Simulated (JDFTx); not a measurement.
Wanted: the native input for a JDFTx 1.7.0 (patched build) run.

```
Task                                    : band structure
Functional                              : LDA
Potentials or basis                     : PseudoDojo-SR-LDA-0.4.1-standard with smoothed tails
Cutoff                                  : 1143 eV
Density cutoff                          : 9143 eV
k mesh                                  : 8 × 8 × 8
Occupations                             : fermi-dirac, width 0.05 eV
Spin                                    : no spin polarisation
Band ratio of the Davidson solver       : 1.3
Local potential set to -Z/r beyond      : 6 bohr
Bands                                   : 21
Density cutoff over wavefunction cutoff : 8
Max SCF steps                           : 30
SCF threshold on the energy             : 1e-06 Ha
Solver of the electrons                 : minimize
Further solve for the empty bands       : no
Start                                   : density of an earlier self-consistent run, held fixed
Path                                    : G-X-W-K-G-L-U-W-L-K-U-X
```

The system is GaSb.

```xyz
2
Lattice="0.0000 3.0590 3.0590 3.0590 0.0000 3.0590 3.0590 3.0590 0.0000" Properties=species:S:1:pos:R:3 pbc="T T T"
Sb    4.5885    4.5885    4.5885
Ga    0.0000    0.0000    0.0000
```

The input as run:

bands.in

```
lattice Face-Centered Cubic 11.5613444305
coords-type Lattice
ion Sb     0.7500000000     0.7500000000     0.7500000000 1
ion Ga     0.0000000000     0.0000000000     0.0000000000 1

ion-species pseudo/Sb.upf
ion-species pseudo/Ga.upf
elec-cutoff 42 336
elec-ex-corr lda-PW
elec-smearing Fermi 0.0018374661
elec-n-bands 21
electronic-minimize nIterations 30 energyDiffThreshold 1e-06
davidson-band-ratio 1.3
forces-output-coords Cartesian
include path.kpoints
symmetries none
fix-electron-density run.$VAR

dump-name bands.$VAR
dump End Ecomponents EigStats BandEigs Kpoints Forces
```

path.kpoints

```
kpoint +0.0000000000 +0.0000000000 +0.0000000000 0.020000000000
kpoint +0.0714285714 +0.0000000000 +0.0714285714 0.020000000000
kpoint +0.1428571429 +0.0000000000 +0.1428571429 0.020000000000
kpoint +0.2142857143 +0.0000000000 +0.2142857143 0.020000000000
kpoint +0.2857142857 +0.0000000000 +0.2857142857 0.020000000000
kpoint +0.3571428571 +0.0000000000 +0.3571428571 0.020000000000
kpoint +0.4285714286 +0.0000000000 +0.4285714286 0.020000000000
kpoint +0.5000000000 +0.0000000000 +0.5000000000 0.020000000000
kpoint +0.5000000000 +0.0833333333 +0.5833333333 0.020000000000
kpoint +0.5000000000 +0.1666666667 +0.6666666667 0.020000000000
kpoint +0.5000000000 +0.2500000000 +0.7500000000 0.020000000000
kpoint +0.4375000000 +0.3125000000 +0.7500000000 0.020000000000
kpoint +0.3750000000 +0.3750000000 +0.7500000000 0.020000000000
kpoint +0.3281250000 +0.3281250000 +0.6562500000 0.020000000000
kpoint +0.2812500000 +0.2812500000 +0.5625000000 0.020000000000
kpoint +0.2343750000 +0.2343750000 +0.4687500000 0.020000000000
kpoint +0.1875000000 +0.1875000000 +0.3750000000 0.020000000000
kpoint +0.1406250000 +0.1406250000 +0.2812500000 0.020000000000
kpoint +0.0937500000 +0.0937500000 +0.1875000000 0.020000000000
kpoint +0.0468750000 +0.0468750000 +0.0937500000 0.020000000000
kpoint +0.0000000000 +0.0000000000 +0.0000000000 0.020000000000
kpoint +0.0833333333 +0.0833333333 +0.0833333333 0.020000000000
kpoint +0.1666666667 +0.1666666667 +0.1666666667 0.020000000000
kpoint +0.2500000000 +0.2500000000 +0.2500000000 0.020000000000
kpoint +0.3333333333 +0.3333333333 +0.3333333333 0.020000000000
kpoint +0.4166666667 +0.4166666667 +0.4166666667 0.020000000000
kpoint +0.5000000000 +0.5000000000 +0.5000000000 0.020000000000
kpoint +0.5250000000 +0.4500000000 +0.5250000000 0.020000000000
kpoint +0.5500000000 +0.4000000000 +0.5500000000 0.020000000000
kpoint +0.5750000000 +0.3500000000 +0.5750000000 0.020000000000
kpoint +0.6000000000 +0.3000000000 +0.6000000000 0.020000000000
kpoint +0.6250000000 +0.2500000000 +0.6250000000 0.020000000000
kpoint +0.5625000000 +0.2500000000 +0.6875000000 0.020000000000
kpoint +0.5000000000 +0.2500000000 +0.7500000000 0.020000000000
kpoint +0.5000000000 +0.2916666667 +0.7083333333 0.020000000000
kpoint +0.5000000000 +0.3333333333 +0.6666666667 0.020000000000
kpoint +0.5000000000 +0.3750000000 +0.6250000000 0.020000000000
kpoint +0.5000000000 +0.4166666667 +0.5833333333 0.020000000000
kpoint +0.5000000000 +0.4583333333 +0.5416666667 0.020000000000
kpoint +0.5000000000 +0.5000000000 +0.5000000000 0.020000000000
kpoint +0.4791666667 +0.4791666667 +0.5416666667 0.020000000000
kpoint +0.4583333333 +0.4583333333 +0.5833333333 0.020000000000
kpoint +0.4375000000 +0.4375000000 +0.6250000000 0.020000000000
kpoint +0.4166666667 +0.4166666667 +0.6666666667 0.020000000000
kpoint +0.3958333333 +0.3958333333 +0.7083333333 0.020000000000
kpoint +0.3750000000 +0.3750000000 +0.7500000000 0.020000000000
kpoint +0.6250000000 +0.2500000000 +0.6250000000 0.020000000000
kpoint +0.5833333333 +0.1666666667 +0.5833333333 0.020000000000
kpoint +0.5416666667 +0.0833333333 +0.5416666667 0.020000000000
kpoint +0.5000000000 +0.0000000000 +0.5000000000 0.020000000000
```

Potentials or basis: PseudoDojo-SR-LDA-0.4.1-standard with smoothed tails.

The run is started by

```console
$ jdftx -c 1 -i bands.in -o bands.out
```

Results of the run:

| Quantity | Value |
| --- | --- |
| Band gap along the path | none (metal or under the smearing width) |

Caveat: spin-orbit coupling is left out, which moves the levels of the heavy elements.

Run time: 53 s on 1 thread of Intel(R) Xeon(R) Platinum 8375C CPU @ 2.90GHz (Ice Lake), with other jobs on the host, peak memory 0.15 GiB.
